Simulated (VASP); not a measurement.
Here is a VASP 6.6.1 calculation.

Contents of INCAR:

```
  PREC = Accurate
  ENCUT = 600
  EDIFF = 1E-7
  ISMEAR = 0
  SIGMA = 0.1
  LREAL = False
  LASPH = True
  NELM = 80
  ALGO = Normal
  ISIF = 3
  LWAVE = False
  LCHARG = False
  GGA = PE
  IBRION = 2
  NSW = 80
  EDIFFG = -0.004
```

Contents of KPOINTS:

```
Automatic mesh
0
Gamma
  15 15 14
```

The input POSCAR:

```
MoP
1.0
    3.2230000000      0.0000000000      0.0000000000
   -1.6115000000      2.7911998800      0.0000000000
    0.0000000000      0.0000000000      3.1910000000
Mo P
1 1
Direct
    0.0000000000      0.0000000000      0.0000000000
    0.3333333300      0.6666666700      0.5000000000
```

Potentials or basis: VASP PAW PBE potentials, release 64 (Mo_sv, P).

The run is started by

```sh
$ cat potpaw_PBE.64/Mo_sv/POTCAR potpaw_PBE.64/P/POTCAR > POTCAR
$ mpirun -np 1 vasp_std > vasp.out
```

Problem. Predict the relaxed volume.

Solution. 14.54 Å³/atom.

Problem. Predict the space group after relaxing (to 0.05 Å).

Solution. P-6m2 (No. 187).

Final structure:
```yaml
crystal:
  lattice:
    - [3.24167, 0.00000, 0.00000]
    - [-1.62083, 2.80737, 0.00000]
    - [0.00000, 0.00000, 3.19506]
  atoms:
    - { symbol: Mo, position: [0.00000, 0.00000, 0.00000] }
    - { symbol: P, position: [0.33333, 0.66667, 0.50000] }
```

PBE usually gives volumes a little too large and moduli too small. Zero-point motion and thermal expansion aren't in these numbers.
